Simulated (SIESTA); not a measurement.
**MoS2 in SIESTA: the effect of dispersion**

Slab: MoS2, a slab with vacuum.

```
CELL_PARAMETERS angstrom
3.18413 0.00000 0.00000
-1.59206 2.75753 0.00000
0.00000 0.00000 17.33460
ATOMIC_POSITIONS crystal
Mo 0.00000 0.00000 0.00000
S 0.33333 0.66667 0.91051
S 0.33333 0.66667 0.08949
```

Alike in all runs:

| Item | Value |
| --- | --- |
| Program | SIESTA 5.4.2 |
| Task | single point |
| Functional | PBE |
| Potentials or basis | PseudoDojo 0.4 standard (PBE files) |
| Basis | DZP (energy shift 0.003 Ry; two zetas on semicore shells) |
| Grid cutoff | 800 Ry |
| Energy shift | 0.003 Ry |
| k mesh | 10 × 10 × 2 |
| Occupations | fermi-dirac, width 0.05 eV |
| Spin | no spin polarisation |

```tsv
dispersion	largest force (eV/Å)
none	0.60
D3	0.56
D3(BJ)	?
D4	0.47
```

What does the run with dispersion D3(BJ) give?

Largest force 0.50 eV/Å.
